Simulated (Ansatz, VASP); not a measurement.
## LiBr in VASP and in Ansatz

```
Br Li
1.0
     0.00000    2.78685    2.78685
     2.78685    0.00000    2.78685
     2.78685    2.78685    0.00000
Br Li
1 1
Direct
  0.50000 0.50000 0.50000
  0.00000 0.00000 0.00000
```

Change from the starting cell: volume scaled by 1.04.

Alike in both runs: task single point; functional PBEsol; k mesh 8 × 8 × 8; occupations fermi-dirac, width 0.05 eV; no spin polarisation.

|  | VASP | Ansatz |
| --- | --- | --- |
| version | VASP 6.6.1 | Ansatz 0.2.0 |
| potentials or method | VASP PAW PBE potentials, release 64 (Br, Li_sv) | Ansatz PAW |
| plane-wave cutoff (eV) | 520 | 420 |
| valence electrons in the cell | 10 | 10 |

|  | VASP | Ansatz | Ansatz less VASP |
| --- | --- | --- | --- |
| gap on the k mesh at the Fermi level (eV) | 4.61 | 4.60 | -0.009 |
| least direct gap on the mesh (eV) | 4.61 | 4.60 | -0.009 |
